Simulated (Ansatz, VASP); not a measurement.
**Two plane-wave programs on Ge**

The input INCAR:

```
ALGO = Normal ; EDIFF = 1E-6
ENCUT = 520 ; GGA = PE
ISIF = 2 ; ISMEAR = 0
LASPH = T ; LCHARG = F
LREAL = F ; LWAVE = F
NBANDS = 21 ; NELM = 100
PREC = Accurate ; SIGMA = 0.1
```

The input KPOINTS:

```
k-points
0
Gamma
  14 14 14
```

The input POSCAR:

```
Ge
1.0
    0.0000000000      2.7603719122      2.7603719122
    2.7603719122      0.0000000000      2.7603719122
    2.7603719122      2.7603719122      0.0000000000
Ge
2
Direct
    0.0000000000      0.0000000000      0.0000000000
    0.2500000000      0.2500000000      0.2500000000
```

Input for Ansatz:

```yaml
crystal:
  lattice:
    - [0.0, 2.7603719119, 2.7603719119]
    - [2.7603719119, 0.0, 2.7603719119]
    - [2.7603719119, 2.7603719119, 0.0]
  atoms:
    - { symbol: Ge, position: [0.0, 0.0, 0.0] }
    - { symbol: Ge, position: [0.25, 0.25, 0.25] }
basis:
  ecutwfc: 420
kpoints:
  mp_grid: { grid: [14, 14, 14] }
hamiltonian:
  xc: pbe
scf:
  occupations: { method: gaussian, width: 0.1 }
output:
  forces: true
  stress: true
  eigenvalues: true
```

Alike in both runs: task single point; functional PBE; k mesh 14 × 14 × 14; occupations gaussian, width 0.1 eV; no spin polarisation.

|  | VASP | Ansatz |
| --- | --- | --- |
| version | VASP 6.6.1 | Ansatz 0.2.0 |
| potentials or method | VASP PAW PBE potentials, release 64 (Ge_d) | scalar-relativistic, plane waves, PAW |
| plane-wave cutoff (eV) | 520 | 420 |
| valence electrons in the cell | 28 | 28 |

|  | VASP | Ansatz | Ansatz less VASP |
| --- | --- | --- | --- |
| gap on the k mesh at the Fermi level (eV) | 0.42 | 0.41 | -0.006 |
| least direct gap on the mesh (eV) | 0.73 | 0.72 | -0.008 |
| pressure (GPa) | 10.2 | 10.3 | +0.07 |
